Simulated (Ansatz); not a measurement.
## Ga under changes of volume

One of the cells (17.718 Å³/atom); the others are scaled copies at fixed shape and fractional positions:

```xyz
1
Lattice="-1.3844 1.3844 2.3112 1.3844 -1.3844 2.3112 1.3844 1.3844 -2.3112" Properties=species:S:1:pos:R:3 pbc="T T T"
Ga    0.0000    0.0000    0.0000
```

This isn't the form of Ga at room conditions, which is orthorhombic.

| Item | Value |
| --- | --- |
| Program | Ansatz 0.2.0 |
| Functional | HSE06 |
| Potentials or basis | Ansatz PAW |
| Cutoff | 420 eV (not typed: the program's choice for these potentials) |
| k mesh | 8 × 8 × 8 |
| Occupations | fermi-dirac, width 0.05 eV |
| Spin | no spin polarisation |

| volume (Å³/atom) | energy over the lowest point (meV/atom) | pressure (GPa) |
| --- | --- | --- |
| 16.655 | ? | ? |
| 17.010 | 22.35 | 5.5 |
| 17.364 | 11.99 | 3.9 |
| 17.718 | 5.08 | 2.4 |
| 18.073 | 1.19 | 1.1 |
| 18.427 | 0.00 | 0.0 |
| 18.781 | 1.19 | -1.1 |

Q: What does the run at 16.655 Å³/atom give?

A: Energy over the lowest point 36.46 meV/atom; pressure 7.3 GPa.

Worked out: A Birch-Murnaghan fit of order 3 (a polynomial in V^(-2/3)) to the other rows has its minimum at 18.42 Å³/atom with B0 = V·E''(V) = 56 GPa and B' = 5.4 at fixed shape and positions, which overstates the stiffness. It gives 36.64 meV/atom at 16.655 Å³/atom, against the run's 36.46, and -dE/dV = 7.4 GPa, against 7.3.

Energies are extrapolated to zero smearing.

Caveats: all runs use coarse meshes; the PAW data sets come from PBE, with cores solved anew for the run's functional, which leaves a small shift of forces and pressure; the thresholds are loose for stress.
